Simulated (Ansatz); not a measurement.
Crystal: MgSi.

```
Si Mg
1.0
     1.50251   -5.42602    0.00000
     1.50251    5.42602    0.00000
     0.00000    0.00000    4.34018
Si Mg
2 2
Direct
  0.57064 0.42936 0.75000
  0.42936 0.57064 0.25000
  0.16838 0.83162 0.25000
  0.83162 0.16838 0.75000
```

The cell comes from a database or a generator and needn't be the stable form of this composition.

- Program: Ansatz 0.2.0
- Task: relaxation of cell and atoms
- Functional: PBE0
- Potentials or basis: Ansatz PAW
- Cutoff: 420 eV (not typed: the program's choice for these potentials)
- k mesh: 6 × 6 × 4
- Occupations: fermi-dirac, width 0.05 eV
- Spin: no spin polarisation

At the start: volume 17.69 Å³/atom.

**Question.** How do energy, volume and symmetry change on relaxing?

**Answer.** It ends after 9 steps and the volume is 17.37 Å³/atom (-1.8 %); space group Cmcm (No. 63, to 0.05 Å).

Step by step:
```
step  energy change (eV)  largest force (eV/Å)  volume (Å³)
   1              0.0000                0.2882        70.77
   2             -0.0732                0.0493        69.21
   3             -0.1078                0.0988        69.12
   4             -0.1351                0.1839        68.80
   5             -0.1418                0.1034        69.59
   6             -0.1434                0.0722        70.05
   7             -0.1456                0.0006        69.53
   8             -0.1457                0.0027        69.49
   9             -0.1457                0.0028        69.49
```

Final structure:
```
CELL_PARAMETERS angstrom
1.43102 -5.63819 0.00000
1.43102 5.63819 0.00000
0.00000 0.00000 4.30632
ATOMIC_POSITIONS crystal
Si 0.57610 0.42390 0.75000
Si 0.42390 0.57610 0.25000
Mg 0.16862 0.83138 0.25000
Mg 0.83138 0.16862 0.75000
```

Caveat: the k mesh is coarse (spacing up to 0.36 Å⁻¹), so the values aren't converged, least of all with exact exchange; the plane-wave basis is chosen anew once the cell has moved, so the energies of steps on either side of that aren't comparable; the PAW data sets come from PBE, with cores solved anew for the run's functional, which leaves a small shift of forces and pressure.
